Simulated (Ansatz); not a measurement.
K: comparing deformations

Computed with DFT PBE+D3(BJ), scalar-relativistic, plane waves, PAW (Ansatz). Cutoff 420 eV, Γ-centred 12×12×12 k-points, Gaussian smearing of 0.15 eV. No spin polarisation. Energies are free energies at this smearing, counted from the undisturbed cell; pressure is positive in compression.

The starting cell (as given, not relaxed at this level; it stands at -0.4 GPa; this fcc form isn't the usual structure):

```
K
1.0
     0.00000    3.39187    3.39187
     3.39187    0.00000    3.39187
     3.39187    3.39187    0.00000
K
1
Cartesian
  0.0000 0.0000 0.0000
```

The cell is strained by ε times a Voigt pattern (xx, yy, zz, yz, xz, xy; engineering shear) with fractional coordinates fixed. τ = (1/V0) dE/dε comes from the stress tensor. Of each scan, only the three points used here are listed.

| pattern | ε | τ (GPa) |
| --- | --- | --- |
| (0, 1, 0, 0, 0, 0) | -0.0100 | 0.3688 |
| (0, 1, 0, 0, 0, 0) | 0.0000 | 0.3999 |
| (0, 1, 0, 0, 0, 0) | 0.0100 | 0.4305 |
| (1, 1, 0, 0, 0, 0) | -0.0150 | 0.617 |
| (1, 1, 0, 0, 0, 0) | 0.0000 | 0.800 |
| (1, 1, 0, 0, 0, 0) | 0.0150 | 0.963 |
| (0, 0, 1, 0, 0, 0) | -0.0150 | 0.3530 |
| (0, 0, 1, 0, 0, 0) | 0.0000 | 0.3999 |
| (0, 0, 1, 0, 0, 0) | 0.0150 | 0.4456 |

Question: Which constants do the scans give, and which deformation costs least for the same size of strain tensor?

Answer: The slope dτ/dε at zero (parabola through three points) is pᵀCp: (0, 1, 0, 0, 0, 0) gives C11 = 3.1 GPa; (1, 1, 0, 0, 0, 0) gives 2(C11 + C12) = 11.5 GPa; (0, 0, 1, 0, 0, 0) gives C11 = 3.1 GPa. The size of the strain tensor, ε:ε, is ε² times 1.0, 2.0, 1.0. Per unit of it the stiffnesses are 3.1, 5.8, 3.1 GPa, so (0, 1, 0, 0, 0, 0) is the softest of these, level with (0, 0, 1, 0, 0, 0) (alike by symmetry): at ε:ε = (1 %)² the quadratic term costs 0.08 meV/atom against 0.14 for the stiffest. These are clamped-ion values. The starting stress shifts them by about its own size.

Question: What else follows for this cubic crystal?

Answer: From the unrounded slopes C11 = 3.1 and C12 = 2.7 GPa, so B = (C11 + 2 C12)/3 = 3 GPa and the Poisson ratio for a pull along a cube edge is C12/(C11 + C12) = 0.46.

In a metal these slopes depend on the k mesh and the smearing.